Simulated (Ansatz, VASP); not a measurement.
This is a calculation of Si2Ni for VASP 6.6.1.

The input INCAR:

```
PREC = Accurate
ENCUT = 520
EDIFF = 1E-6
ISMEAR = -1
SIGMA = 0.05
LREAL = False
LASPH = True
NELM = 150
ALGO = Normal
ISIF = 2
LWAVE = False
LCHARG = True
ISPIN = 2
MAGMOM = 1 0 0
LORBIT = 11
LMAXMIX = 4
GGA = PS
LELF = True
LVHAR = True
NBANDS = 20
```

The input KPOINTS:

```
Automatic mesh
0
Gamma
  9 9 9
```

File POSCAR:

```
Si2Ni
1.0
    0.0000000000      2.7385698685      2.7385698685
    2.7385698685      0.0000000000      2.7385698685
    2.7385698685      2.7385698685      0.0000000000
Ni Si
1 2
Direct
    0.0000000000      0.0000000000      0.0000000000
    0.7500000000      0.7500000000      0.7500000000
    0.2500000000      0.2500000000      0.2500000000
```

Potentials or basis: VASP PAW PBE potentials, release 64 (Ni, Si).

Launch:

```console
$ cat potpaw_PBE.64/Ni/POTCAR potpaw_PBE.64/Si/POTCAR > POTCAR
$ mpirun -np 1 vasp_std > vasp.out
```

Task: Translate it to Ansatz 0.2.0. Potentials there: all-electron LAPW, scalar-relativistic.

Result: As run (the cutoff follows the program's own potentials):

File input.yaml:

```yaml
crystal:
  lattice:
    - [0.0, 2.7385698685, 2.7385698685]
    - [2.7385698685, 0.0, 2.7385698685]
    - [2.7385698685, 2.7385698685, 0.0]
  atoms:
    - { symbol: Ni, position: [0.0, 0.0, 0.0], spin: 1.0 }
    - { symbol: Si, position: [0.75, 0.75, 0.75] }
    - { symbol: Si, position: [0.25, 0.25, 0.25] }
kpoints:
  mp_grid: { grid: [9, 9, 9] }
scf:
  occupations: { method: fermi_dirac, width: 0.05 }
hamiltonian:
  xc: pbesol
  pseudopotentials: { kind: all_electron, lapw: { basis_error: 0.002 } }
magnetization:
  spin_polarized: true
output:
  forces: true
  stress: true
  eigenvalues: true
```

Potentials or basis: all-electron LAPW, scalar-relativistic.

The run is started by

```sh
$ ansatz run input.yaml --threads 4 --pin off --max-ram 12288MiB --backend cpu --events-out ev --progress --plain --runs-dir out
```

Both were run:

|  | VASP | Ansatz | Ansatz less VASP |
| --- | --- | --- | --- |
| gap on the k mesh at the Fermi level (eV) | none | none | - |
| pressure (GPa) | -6.3 | -6.4 | -0.15 |
| net moment per atom (μB) | 0.00 | 0.00 | 0.000 |

A gap of «none» marks a metal or a gap that the smearing closes. Ansatz ran all-electron here, so the differences hold the error of VASP's frozen core and of both bases.

Caveats: the PAW data sets were made with another functional, which shifts forces and pressure a little (VASP); the starting moments weren't kept (Ansatz).
